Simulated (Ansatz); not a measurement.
Eu (Cmcm): couplings from the magnetic force theorem

```
Eu
1.0
     1.99707   -3.47971    0.00000
     1.99707    3.47971    0.00000
     0.00000    0.00000    6.34073
Eu
2
Cartesian
  1.9971 -2.3444 4.7555
  1.9971 2.3444 1.5852
```

The source of the geometry is a structure from the Materials Project; atoms and cell stay fixed.

Functional, mesh and filling: PBE, 8×8×5 k mesh, Fermi–Dirac smearing of 0.08 eV. AE-PAW is all-electron PAW in Ansatz 0.2.0 on datasets made for the crystal. Site moments are integrated in spheres about the atoms. Start moments (μB): Eu1 7.2, Eu2 7.2.

Site moments (μB): Eu1 7.19, Eu2 7.19. Cell moment 15.15 μB.

Couplings come from the force theorem (directions of the magnetic atoms constrained, all else relaxed) on a 8×8×5 mesh, with E = −Σ J e_i·e_j over ordered pairs of unit vectors, so positive J favours parallel moments.

```tsv
pair	count	J AE-PAW (meV)	J, frozen-core files (meV)
Eu1–Eu at 3.90 Å	2	+6.52	+6.64
Eu1–Eu at 3.94 Å	4	+6.20	+6.31
Eu1–Eu at 3.99 Å	2	+5.01	+5.14
Eu1–Eu at 4.01 Å	4	+4.96	+5.08
Eu1–Eu at 5.58 Å	4	-0.37	-0.35
Eu1–Eu at 5.66 Å	2	-0.41	-0.39
Eu1–Eu at 6.34 Å	2	-0.30	-0.34
Eu1–Eu at 6.86 Å	4	-0.69	-0.69
```

The program reports that this state isn't the lowest of its own couplings. The gain of the softest rotation is smaller than what its band sum leaves out of a whole turn, though, so more bands could change its sign.

The couplings come from one mesh, and their convergence in k wasn't tested.

Without U a semilocal functional puts the f levels too near the Fermi level, which can change moments and the order of magnetic states; site and cell moments are spin moments. Spin–orbit coupling is left out although heavy atoms are present. With open f shells a run can end in a state that isn't the lowest. The program couldn't verify every level among the many empty bands that the force theorem sums over. The magnetic state is the one that this cell and start allow. It needn't be the compound's measured order, which may need a larger cell or be absent.
